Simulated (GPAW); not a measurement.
# MoS2 (R3m) in GPAW: settings compared

One crystal, MoS2, is run at these levels: LDA+U, PBE; tasks: single point.

Program: GPAW 26.7.0. These are calculated values, not measurements. Logs are shortened: lines on timing, memory, paths and dates and some standing lists are left out, and cuts for length are marked. The log counts tension as positive stress, the text compression.

## 1. Starting point

It takes space group R3m (No. 160, trigonal). The conventional cell has a = 3.160 Å, b = 3.160 Å, c = 18.450 Å, α = 90.00°, β = 90.00°, γ = 120.00°. Around Mo (site symmetry 3m) lie 6 S at 2.39 Å. S (site symmetry 3m) is surrounded by 3 Mo at 2.39 Å. S (site symmetry 3m) is surrounded by 3 Mo at 2.39 Å.

Measurements of this composition are mostly on another form, of space group No. 194.

## 2. Single point, LDA+U

run.py

```python
from ase.dft.bandgap import bandgap
from ase.io import read, write
from ase.units import GPa
from gpaw import GPAW, PW, setup_paths

setup_paths.insert(0, '.')

atoms = read('POSCAR')

calc = GPAW(mode=PW(500),
            xc='LDA',
            kpts={'size': (8, 8, 8), 'gamma': True},
            occupations={'name': 'fermi-dirac', 'width': 0.05},
            setups={'Mo': ':d,3.0'},
            nbands=25,
            maxiter=120,
            txt='gpaw.txt')
atoms.calc = calc
energy = atoms.get_potential_energy()
forces = atoms.get_forces()
stress = atoms.get_stress()
calc.write('gs.gpw')
write('result.traj', atoms)
print(f'Energy: {energy:.6f} eV')
print('Forces (eV/A):')
print(forces.round(4))
print('Stress (GPa):', (stress / GPa).round(3))
print('Fermi level:', round(calc.get_fermi_level(), 4), 'eV')
print(f'Gap: {bandgap(calc)[0]:.4f} eV, direct: {bandgap(calc, direct=True)[0]:.4f} eV')
```

POSCAR

```
MoS2
1.0
    1.5800000000      0.9122134253      6.1500000000
   -1.5800000000      0.9122134253      6.1500000000
    0.0000000000     -1.8244268506      6.1500000000
Mo S
1 2
Direct
    0.0000000000      0.0000000000      0.0000000000
    0.4170000000      0.4170000000      0.4170000000
    0.2500000000      0.2500000000      0.2500000000
```

Potentials or basis: PAW data sets generated in the run's folder for this functional, pw.

Started as:

```bash
> gpaw-setup -f LDA Mo S
> OMP_NUM_THREADS=1 python run.py
```

gpaw.txt:

```text
__  _  _
 | _ |_)|_||  |
 |__||  | ||/\| - 26.7.0

Input parameters:
  mode=PW(ecut=500.0),
  kpts=MonkhorstPack(size=(8, 8, 8), gamma=True),
  maxiter=120,
  nbands=25,
  occupations=Occupations(name='fermi-dirac', width=0.05),
  setups={'Mo': ':d,3.0'},
  xc=XC(name='LDA')

Diagonalizing LCAO Hamiltonian
Converting LCAO to pw mode

       S

       S

       Mo

Atoms  # Å, Bohr magnetons
|   | symbol |        x |         y |        z |    initial magnetic moments |
|---|--------|----------|-----------|----------|-----------------------------|
| 0 |     Mo | 0.000000 |  0.000000 | 0.000000 | ( 0.0000,  0.0000,  0.0000) |
| 1 |      S | 0.000000 | -0.000000 | 7.693650 | ( 0.0000,  0.0000,  0.0000) |
| 2 |      S | 0.000000 |  0.000000 | 4.612500 | ( 0.0000,  0.0000,  0.0000) |

Unit cell  # Å
| periodic |         x |         y |        z |  lengths |    angles |
|----------|-----------|-----------|----------|----------|-----------|
|      yes |  1.580000 |  0.912213 | 6.150000 | 6.414907 | 28.517500 |
|      yes | -1.580000 |  0.912213 | 6.150000 | 6.414907 | 28.517500 |
|      yes |  0.000000 | -1.824427 | 6.150000 | 6.414907 | 28.517500 |

Number of symmetries: 6
Symmetry operations  # r_c * U_cc + t_c -> r_c
|   | kind |            matrix            |
|---|------|------------------------------|
| 0 |  E   |  1, 0, 0,  0, 1, 0,  0, 0, 1 |
| 1 |  σ   |  1, 0, 0,  0, 0, 1,  0, 1, 0 |
| 2 |  σ   |  0, 1, 0,  1, 0, 0,  0, 0, 1 |
| 3 |  C3  |  0, 1, 0,  0, 0, 1,  1, 0, 0 |
| 4 |  C3  |  0, 0, 1,  1, 0, 0,  0, 1, 0 |
| 5 |  σ   |  0, 0, 1,  0, 1, 0,  1, 0, 0 |

BZ-sampling:
  Number of BZ points: 512
  Number of IBZ points: 65

  Monkhorst-Pack size: [8, 8, 8]
  Monkhorst-Pack shift: [0.0625, 0.0625, 0.0625]

K-points  # in reciprocal-cell coordinates
|     |                                coordinates |     weight |
|-----|--------------------------------------------|------------|
|   0 | (  0.00000000,   0.00000000,   0.00000000) | 0.00195312 |
|   1 | (  0.12500000,   0.00000000,  -0.12500000) | 0.01171875 |
|   2 | (  0.12500000,   0.00000000,   0.00000000) | 0.01171875 |
|   3 | (  0.12500000,   0.12500000,  -0.12500000) | 0.01171875 |
|   4 | (  0.12500000,   0.12500000,   0.00000000) | 0.01171875 |
|   5 | (  0.12500000,   0.12500000,   0.12500000) | 0.00390625 |
|   6 | (  0.25000000,  -0.12500000,  -0.12500000) | 0.01171875 |
|   7 | (  0.25000000,   0.00000000,  -0.25000000) | 0.01171875 |
|   8 | (  0.25000000,   0.00000000,  -0.12500000) | 0.02343750 |
|   9 | (  0.25000000,   0.00000000,   0.00000000) | 0.01171875 |
| ... |                                            |            |
|  64 | (  0.50000000,   0.50000000,   0.50000000) | 0.00195312 |

Plane wave coefficients: 1367
Cutoff: 500.0 eV

Spin-components: 1 (collinear spins)
Bands:           25
Projectors:      16
Spin-degeneracy: 2
Datatype:        complex128

Parallelization:
  kpt:    1
  domain: 1
  band:   1

Density:
  Valence electrons: 26.0
  Components: 1
  Grid points: [35 35 35]
  Charge: 0.0  # |e|

Potential:
  Grid points: [35 35 35]

species:
  Mo:
    name:    Molybdenum
    Z:       42.0
    valence: 14
    core:    28
    charge:  0.0  # [|e|]
    Hubbard: {U: 3.0,  # eV
              l: 2,
              scale: True}
    compensation charges:
      type: gauss
      rc: 0.38  # [Å]
      lmax: 2
    cutoffs:
      filter: 2.16  # [Å]
      core: 1.42  # [Å]
    projectors
    | kind |    occ | energy [eV] | rcut [Å] |
    |------|--------|-------------|----------|
    |   4s |  2.000 |     -64.384 |    1.238 |
    |   5s |  1.000 |      -4.319 |    1.238 |
    |   4p |  6.000 |     -38.595 |    1.296 |
    |   5p |  0.000 |      -1.161 |    1.296 |
    |   4d |  5.000 |      -3.933 |    1.296 |
    |    d |        |      23.278 |    1.296 |

    Using partial waves for Mo as LCAO basis

  S:
    name:    Sulfur
    Z:       16.0
    valence: 6
    core:    10
    charge:  0.0  # [|e|]
    compensation charges:
      type: gauss
      rc: 0.24  # [Å]
      lmax: 2
    cutoffs:
      filter: 1.77  # [Å]
      core: 1.66  # [Å]
    projectors
    | kind |    occ | energy [eV] | rcut [Å] |
    |------|--------|-------------|----------|
    |   3s |  2.000 |     -17.278 |    0.974 |
    |   3p |  4.000 |      -7.106 |    0.979 |
    |    s |        |       9.933 |    0.974 |
    |    p |        |      20.105 |    0.979 |
    |    d |        |       0.000 |    0.900 |

    Using partial waves for S as LCAO basis

Reference energy: -131668.980924  # eV

eigensolver:
  PPCG
  Converge bands: occupied
  niter=2

density mixing:
  MSR1-Mixer
  Pratt-step length: 0.05
  Maximum mixing coefficient: 0.75
  Old densities: 10
  SVD Regularization: 0.005
  Good broyden scale: 1.0
  Trust region scale: 1.0
  Backstep threshold: 4.0
  History deletion threshold: 6.0
  Fourier metric: weight=20.0, sigma=0.015

occupation numbers:
  Fermi-Dirac:
    width: 0.0500  # eV

poisson solver:
  ecut: 4000.0  # eV

xc functional:
  name: None

convergence criteria:
- Maximum [total energy] change in last 3 cyles: 0.0005 eV / valence electron
- Maximum integral of absolute [dens]ity change: 0.0001 electrons / valence electron
- Maximum integral of absolute [eigenst]ate change: 4e-08 eV^2 / valence electron
maximum number of iterations: 120

SCF iterations
|iter     | |      energy | eigst |  dens |
|---------|-|-------------|-------|-------|
|iter:   1| |  -22.699626 | +0.33 |       |
|iter:   2| |  -22.209070 | -1.59 | -1.00 |
|iter:   3| |  -21.135790 | -1.28 | -1.06 |
|iter:   4| |  -21.100178 | -2.47 | -1.54 |
|iter:   5| |  -21.097650 | -3.24 | -1.88 |
|iter:   6| |  -21.096368c| -4.22 | -2.42 |
|iter:   7| |  -21.096407c| -5.06 | -2.99 |
|iter:   8| |  -21.096400c| -5.86 | -3.32 |
|iter:   9| |  -21.096411c| -6.30 | -3.60 |
|iter:  10| |  -21.096416c| -6.92 | -4.13c|
|iter:  11| |  -21.096417c| -8.12c| -4.61c|

Converged in 11 steps
Energy contributions relative to reference atoms: (reference = -131668.980924)

Energy contributions:
  Kinetic:           0.214721
  Coulomb:          -5.817996
  Zero:             -0.153350
  External:          0.000000
  Xc:              -15.339791
  Entropy:          -0.000002
  Spinorbit:         0.000000
  ----------------------------
  Free energy:     -21.096417
  Extrapolated:    -21.096417

dipole moment: (0.000000, 0.000000, -86.427820)  # |e|*Ang

Fermi level: 8.450
Eigenvalues  # (at kpt = [0.000, 0.000, 0.000])
| band index |      eig [eV] | occ [0-2] |
|------------|---------------|-----------|
|          0 |       -53.404 |     2.000 |
|        ... |               |           |
|          5 |        -5.225 |     2.000 |
|          6 |         1.066 |     2.000 |
|          7 |         4.640 |     2.000 |
|          8 |         4.640 |     2.000 |
|          9 |         5.842 |     2.000 |
|         10 |         5.842 |     2.000 |
[... 8 lines left out ...]
|         19 |        16.375 |     0.000 |
|         20 |        18.158 |     0.000 |
|        ... |               |           |
|         24 |        20.934 |     0.000 |

Gap: 1.011 eV
Transition (v -> c):
  (s=0, k=64, n=12, [0.50, 0.50, 0.50]) -> (s=0, k=8, n=13, [0.25, 0.00, -0.12])
Direct/indirect transitions are different
Direct gap: 1.897 eV
Transition at: (s=0, k=22, n=12, [0.38, 0.00, -0.38])

Forces  # eV/Ang
|       x |        y |        z |
|---------|----------|----------|
| 0.00000 |  0.00000 |  0.08043 |  # Mo   0
| 0.00000 | -0.00000 | -0.01903 |  # S    1
| 0.00000 |  0.00000 | -0.06141 |  # S    2

Stress tensor  # eV/Ang^3
|         x |         y |         z |
|-----------|-----------|-----------|
|  0.021525 |  0.000000 | -0.000000 |
|  0.000000 |  0.021525 | -0.000000 |
| -0.000000 | -0.000000 |  0.006835 |

# Writing to gs.gpw (mode='')
```

Wall time 2 min (1 thread of Intel Xeon Platinum 8488C (Sapphire Rapids), shared host); peak memory 0.25 GiB.

What came out:

* Free energy: -21.0964 eV
* Pressure: -2.7 GPa
* Largest force: 0.080 eV/Å
* Band gap on the k mesh: 1.01 eV, indirect (least direct gap 1.90 eV)

Forces in eV/Å, atoms in the order of the input:
```
Mo   0.000  0.000  0.080
S    0.000  0.000 -0.019
S    0.000  0.000 -0.061
```

Caveat: the cutoff is short for stress and forces, so pressures can be off by a GPa or more; the program warned that so skewed a cell can give wrong results.

## 3. Single point, PBE

run.py, as its differences from that of step 2:

```diff
@@ -1,15 +1,20 @@
+from ase import Atoms
 from ase.dft.bandgap import bandgap
-from ase.io import read, write
+from ase.io import write
 from ase.units import GPa
-from gpaw import GPAW, PW, setup_paths
+from gpaw import GPAW, PW
 
-setup_paths.insert(0, '.')
+atoms = Atoms(['Mo', 'S', 'S'],
+              cell=[[1.58, 0.9122134253, 6.15],
+                    [-1.58, 0.9122134253, 6.15],
+                    [0.0, -1.8244268506, 6.15]],
+              scaled_positions=[[0.0, 0.0, 0.0],
+                                [0.417, 0.417, 0.417],
+                                [0.25, 0.25, 0.25]],
+              pbc=True)
 
-atoms = read('POSCAR')
-
-calc = GPAW(mode=PW(500),
-            xc='LDA',
+calc = GPAW(mode=PW(450),
+            xc='PBE',
             kpts={'size': (8, 8, 8), 'gamma': True},
             occupations={'name': 'fermi-dirac', 'width': 0.05},
-            setups={'Mo': ':d,3.0'},
             nbands=25,
```

Potentials or basis: GPAW PAW data sets (gpaw-data 1.2.1), pw.

Started as:

```bash
> OMP_NUM_THREADS=1 python run.py
```

gpaw.txt:

```text
__  _  _
 | _ |_)|_||  |
 |__||  | ||/\| - 26.7.0

Input parameters:
  mode=PW(ecut=450.00000000000006),
  kpts=MonkhorstPack(size=(8, 8, 8), gamma=True),
  maxiter=120,
  nbands=25,
  occupations=Occupations(name='fermi-dirac', width=0.05),
  xc=XC(name='PBE')

Diagonalizing LCAO Hamiltonian
Converting LCAO to pw mode

       S

       S

       Mo

Atoms  # Å, Bohr magnetons
|   | symbol |        x |         y |        z |    initial magnetic moments |
|---|--------|----------|-----------|----------|-----------------------------|
| 0 |     Mo | 0.000000 |  0.000000 | 0.000000 | ( 0.0000,  0.0000,  0.0000) |
| 1 |      S | 0.000000 | -0.000000 | 7.693650 | ( 0.0000,  0.0000,  0.0000) |
| 2 |      S | 0.000000 |  0.000000 | 4.612500 | ( 0.0000,  0.0000,  0.0000) |

Unit cell  # Å
| periodic |         x |         y |        z |  lengths |    angles |
|----------|-----------|-----------|----------|----------|-----------|
|      yes |  1.580000 |  0.912213 | 6.150000 | 6.414907 | 28.517500 |
|      yes | -1.580000 |  0.912213 | 6.150000 | 6.414907 | 28.517500 |
|      yes |  0.000000 | -1.824427 | 6.150000 | 6.414907 | 28.517500 |

Number of symmetries: 6
Symmetry operations  # r_c * U_cc + t_c -> r_c
|   | kind |            matrix            |
|---|------|------------------------------|
| 0 |  E   |  1, 0, 0,  0, 1, 0,  0, 0, 1 |
| 1 |  σ   |  1, 0, 0,  0, 0, 1,  0, 1, 0 |
| 2 |  σ   |  0, 1, 0,  1, 0, 0,  0, 0, 1 |
| 3 |  C3  |  0, 1, 0,  0, 0, 1,  1, 0, 0 |
| 4 |  C3  |  0, 0, 1,  1, 0, 0,  0, 1, 0 |
| 5 |  σ   |  0, 0, 1,  0, 1, 0,  1, 0, 0 |

[... 132 lines left out ...]
|iter     | |      energy | eigst |  dens |
|---------|-|-------------|-------|-------|
|iter:   1| |  -23.657538 | +0.32 |       |
|iter:   2| |  -23.122765 | -1.59 | -0.98 |
|iter:   3| |  -22.058950 | -1.26 | -1.05 |
|iter:   4| |  -22.037891 | -2.42 | -1.51 |
|iter:   5| |  -22.040801 | -3.04 | -1.82 |
|iter:   6| |  -22.037099c| -3.95 | -2.19 |
|iter:   7| |  -22.037094c| -4.78 | -2.92 |
|iter:   8| |  -22.037077c| -5.80 | -3.34 |
|iter:   9| |  -22.037071c| -6.44 | -3.60 |
|iter:  10| |  -22.037071c| -7.80c| -4.34c|

Converged in 10 steps
Energy contributions relative to reference atoms: (reference = -131849.312427)

Energy contributions:
  Kinetic:           3.401973
  Coulomb:          -8.681358
  Zero:             -0.191008
  External:          0.000000
  Xc:              -16.566678
  Entropy:          -0.000001
  Spinorbit:         0.000000
  ----------------------------
  Free energy:     -22.037072
  Extrapolated:    -22.037071

dipole moment: (0.000000, 0.000000, -86.196231)  # |e|*Ang

Fermi level: 8.778
Eigenvalues  # (at kpt = [0.000, 0.000, 0.000])
| band index |      eig [eV] | occ [0-2] |
|------------|---------------|-----------|
|          0 |       -53.289 |     2.000 |
|        ... |               |           |
|          5 |        -5.071 |     2.000 |
|          6 |         1.362 |     2.000 |
|          7 |         4.887 |     2.000 |
|          8 |         4.887 |     2.000 |
|          9 |         6.022 |     2.000 |
|         10 |         6.022 |     2.000 |
[... 8 lines left out ...]
|         19 |        16.824 |     0.000 |
|         20 |        18.447 |     0.000 |
|        ... |               |           |
|         24 |        21.358 |     0.000 |

Gap: 1.020 eV
Transition (v -> c):
  (s=0, k=64, n=12, [0.50, 0.50, 0.50]) -> (s=0, k=8, n=13, [0.25, 0.00, -0.12])
Direct/indirect transitions are different
Direct gap: 2.001 eV
Transition at: (s=0, k=22, n=12, [0.38, 0.00, -0.38])

Forces  # eV/Ang
|       x |        y |        z |
|---------|----------|----------|
| 0.00000 |  0.00000 |  0.08671 |  # Mo   0
| 0.00000 | -0.00000 |  0.44283 |  # S    1
| 0.00000 |  0.00000 | -0.52946 |  # S    2

Stress tensor  # eV/Ang^3
|         x |         y |         z |
|-----------|-----------|-----------|
| -0.026808 |  0.000000 |  0.000000 |
|  0.000000 | -0.026808 |  0.000000 |
|  0.000000 |  0.000000 | -0.041976 |

# Writing to gs.gpw (mode='')
```

stdout:

```text
<dir> UserWarning: The angles between your unit-cell vectors are 28.5, 28.5 and 28.5 degrees.  Results may be wrong!  Please Niggli-reduce your unit-cell so that the angles are closer to 90 degrees:

  from ase.build import niggli_reduce
  niggli_reduce(atoms)

  warnings.warn(
Energy: -22.037071 eV
Forces (eV/A):
[[ 0.      0.      0.0867]
 [ 0.     -0.      0.4428]
 [ 0.      0.     -0.5295]]
Stress (GPa): [-4.295 -4.295 -6.725  0.     0.     0.   ]
Fermi level: 8.7777 eV
Gap: 1.0198 eV, direct: 2.0008 eV
```

Run time: 63 s. Hardware: 1 thread of Arm Neoverse V2, shared host; peak memory 0.22 GiB.

Results:

```
Free energy            : -22.0371 eV
Pressure               : 5.1 GPa
Largest force          : 0.529 eV/Å
Band gap on the k mesh : 1.02 eV, indirect (least direct gap 2.00 eV)
```

Forces in eV/Å, atoms in the order of the input:
```
Mo   0.000  0.000  0.087
S    0.000  0.000  0.443
S    0.000  0.000 -0.529
```

Levels at points of the mesh, in eV from the valence-band top:
| k point | band 10 | band 11 | band 12 | band 13 | band 14 | band 15 | band 16 | band 17 |
| --- | --- | --- | --- | --- | --- | --- | --- | --- |
| (0.00, 0.00, 0.00) | -2.32 | -2.32 | -1.26 | -1.17 | 2.01 | 2.01 | 2.43 | 2.43 |
| (0.50, 0.00, 0.00) | -4.04 | -2.34 | -1.67 | -1.49 | 1.55 | 1.98 | 3.45 | 3.48 |
| (0.50, 0.50, 0.00) | -3.96 | -2.91 | -1.85 | -1.32 | 1.50 | 2.10 | 3.00 | 3.89 |
| (0.50, 0.50, 0.50) | -3.47 | -2.29 | -2.29 | 0.00 | 2.11 | 2.11 | 2.30 | 2.30 |

Caveat: the cutoff is short for stress and forces, so pressures can be off by a GPa or more; the program warned that so skewed a cell can give wrong results. As with any semilocal functional, this PBE gap is likely too small.
